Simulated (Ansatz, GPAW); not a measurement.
**One calculation of Zr, 5 ways**

```
Zr
1.0
     3.23200    0.00000    0.00000
    -1.61600    2.79899    0.00000
     0.00000    0.00000    5.14700
Zr
2
Direct
  0.66667 0.33333 0.75000
  0.33333 0.66667 0.25000
```

Alike in all runs: task band structure; functional PBE; k mesh 9 × 9 × 5; occupations fermi-dirac, width 0.05 eV; no spin polarisation; no spin-orbit coupling. Pressure is positive in compression and, in plane waves, holds the error of the finite cutoff, which Ansatz's Pulay term estimates and takes out.

```tsv
program and potentials	plane-wave cutoff (eV)	notes	pressure (GPa)
Ansatz, Ansatz PAW	420	-	0.48
GPAW, GPAW PAW data sets (gpaw-data 1.2.1)	600	-	0.15
Ansatz, PseudoDojo stringent (PBE files)	898	Pulay term of +0.02 GPa included	0.57
Ansatz, Ansatz PAW (files of its older set among them)	500	-	0.51
Ansatz, all-electron LAPW, scalar-relativistic	-	-	0.50
```

The pressure spans 0.15 (GPAW, GPAW PAW data sets (gpaw-data 1.2.1)) to 0.57 GPa (Ansatz, PseudoDojo stringent (PBE files)), with all-electron results at 0.50.

The functional is the same throughout but for its coding, so the spread measures potentials, basis and numerics; runs on potential files found faulty are left out.
